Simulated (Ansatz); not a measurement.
## F (C2/m): the band gap by level of theory

All numbers come from the PAW code Ansatz. The values are computed, spin-unpolarised, and not measurements.

Structure: a 4-atom cell of F (C2/m) from a materials database, at its r2SCAN+rVV10 minimum. F is surrounded by 1 F at 1.40 Å.

Space group C2/m (No. 12). a = 5.199 Å, b = 2.984 Å, c = 7.096 Å, α = 90.00°, β = 107.09°, γ = 90.00°
```
atom  site  symmetry       x       y       z
   F    4i         m  0.0055  0.5000  0.4027
   F    4i         m  0.5850  0.5000  0.0970
```

Gaps on the r2SCAN+rVV10 cell, each the least over its mesh and the special points:

| level | k mesh | gap (eV) | kind | edges | least direct gap (eV) | rough cost |
| --- | --- | --- | --- | --- | --- | --- |
| LDA | 10×10×4 | 2.42 | indirect | Y₂ → Γ | 2.48 | 6 core-seconds |
| PBE | 10×10×4 | 2.68 | indirect | Y₂ → Γ | 2.74 | 8 core-seconds |
| r2SCAN | 10×10×4 | 3.53 | indirect | Y₂ → Γ | 3.59 | 15 core-seconds |
| HSE06 | 6×6×4 | 5.86 | indirect | Y₂ → Γ | 5.92 | 2.3 core-minutes |
| DDH-PBE0 | 6×6×4 | 10.80 | indirect | Y₂ → Γ | 10.86 | 2.8 core-minutes |
| PBE0 | 6×6×4 | 6.67 | indirect | Y₂ → Γ | 6.73 | 2.2 core-minutes |
| r2SCAN0 | 6×6×4 | 7.25 | indirect | Y₂ → Γ | 7.31 | 2.9 core-minutes |
| LC-ωPBE | 6×6×4 alone | 11.95 | indirect | Y₂ → Γ | 12.01 | 70 core-seconds |

PBE: smearing of 0.02 eV; the others have fixed occupations.
Wave cutoffs: 420 eV, 500 eV (r2SCAN, r2SCAN0).
A mesh marked alone had no extra points solved.
Costs come from shared machines and give only the order; PBE's includes the band path. The runs had 2 threads of Arm Neoverse V1 (shared host).

With HSE06 the valence top lies at Y₂ and the conduction bottom at Γ, 5.86 eV higher; the smallest vertical gap, at Γ, is 5.92 eV.

r2SCAN covers 27 % of the step from PBE to HSE06, while HSE06 needs about 9 times r2SCAN's cost (on a coarser mesh). Among these functionals the gap stays indirect.

r2SCAN (ground state on 8×8×4): ε∞: a tensor with principal values 1.58, 1.66, 2.32. Born charges, averaged over directions: F 0.00 e. PBE (ground state on 8×8×4): ε∞: a tensor with principal values 1.65, 1.74, 2.54. Born charges, averaged over directions: F -0.01 e.

The meshes of the hybrids are coarse, so their gaps aren't converged to the digits shown.
